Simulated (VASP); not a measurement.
Bi: density of states with PBE

Crystal: Bi.

```xyz
2
Lattice="3.5464 0.0000 0.0000 -1.7732 3.0712 0.0000 0.0000 0.0000 5.8254" Properties=species:S:1:pos:R:3 pbc="T T T"
Bi    0.0000    2.0475    4.3690
Bi    1.7732    1.0237    1.4563
```

The cell was built by a generator and needn't be a form met in nature.

```json
{
 "Program": "VASP 6.6.1",
 "Task": "density of states",
 "Functional": "PBE",
 "Potentials or basis": "VASP PAW PBE potentials, release 64 (Bi_d)",
 "Cutoff": "520 eV",
 "k mesh": "14 × 14 × 8",
 "Occupations": "gaussian, width 0.05 eV",
 "Spin": "no spin polarisation",
 "Dipole correction": "no",
 "k mesh for the DOS": "21 × 21 × 12",
 "Occupations for the DOS": "tetrahedron",
 "Further INCAR settings": "ALGO = Fast; EDIFF = 1e-06; NBANDS = 22"
}
```

```json
{
  "Valence electrons inside the program's atomic spheres": "Bi 12.72"
}
```

Levels at points of the mesh, in eV from the Fermi level:
| k point | band 13 | band 14 | band 15 | band 16 | band 17 | band 18 |
| --- | --- | --- | --- | --- | --- | --- |
| (0.00, 0.00, 0.00) | -5.21 | 3.30 | 3.30 | 4.78 | 4.78 | 4.79 |
| (0.00, 0.00, 0.50) | -1.18 | -1.18 | 4.00 | 4.00 | 4.00 | 4.00 |

States per cell in windows of 0.5 eV (zero at the Fermi level; states under -8 eV left out):
```tsv
from (eV)	total	Bi1_p	Bi2_p	Bi1_d	Bi2_d	Bi1_s	Bi2_s
-8.0	0.00	0.00	0.00	0.00	0.00	0.00	0.00
-7.5	0.00	0.00	0.00	0.00	0.00	0.00	0.00
-7.0	0.00	0.00	0.00	0.00	0.00	0.00	0.00
-6.5	0.00	0.00	0.00	0.00	0.00	0.00	0.00
-6.0	0.00	0.00	0.00	0.00	0.00	0.00	0.00
-5.5	0.01	0.00	0.00	0.00	0.00	0.00	0.00
-5.0	0.22	0.04	0.04	0.00	0.00	0.00	0.00
-4.5	0.66	0.13	0.13	0.00	0.00	0.01	0.01
-4.0	0.87	0.17	0.17	0.00	0.00	0.01	0.01
-3.5	0.66	0.13	0.13	0.00	0.00	0.02	0.02
-3.0	0.61	0.12	0.12	0.00	0.00	0.02	0.02
-2.5	0.53	0.11	0.11	0.00	0.00	0.01	0.01
-2.0	0.61	0.13	0.13	0.01	0.01	0.01	0.01
-1.5	0.62	0.13	0.13	0.01	0.01	0.01	0.01
-1.0	0.58	0.13	0.13	0.01	0.01	0.01	0.01
-0.5	0.65	0.15	0.15	0.01	0.01	0.01	0.01
0.0	0.70	0.16	0.16	0.01	0.01	0.01	0.01
0.5	0.77	0.18	0.18	0.01	0.01	0.01	0.01
1.0	0.85	0.21	0.21	0.01	0.01	0.01	0.01
1.5	0.78	0.20	0.20	0.01	0.01	0.01	0.01
2.0	1.00	0.27	0.27	0.01	0.01	0.01	0.01
2.5	0.72	0.21	0.21	0.01	0.01	0.00	0.00
3.0	0.54	0.17	0.17	0.00	0.00	0.00	0.00
3.5	0.30	0.10	0.10	0.00	0.00	0.00	0.00
4.0	0.26	0.08	0.08	0.00	0.00	0.00	0.00
4.5	0.14	0.03	0.03	0.01	0.01	0.00	0.00
5.0	0.30	0.01	0.01	0.02	0.02	0.00	0.00
5.5	0.50	0.02	0.02	0.04	0.04	0.01	0.01
6.0	0.73	0.04	0.04	0.05	0.05	0.01	0.01
6.5	0.64	0.03	0.03	0.04	0.04	0.01	0.01
7.0	0.93	0.04	0.04	0.07	0.07	0.01	0.01
7.5	0.83	0.04	0.04	0.06	0.06	0.01	0.01
```

Wall time 3.5 min on 1 thread of Intel(R) Xeon(R) 6975P-C (Granite Rapids), with other jobs on the host, peak memory 0.45 GiB.

Caveat: spin-orbit coupling is left out, which moves the levels of the heavy elements.
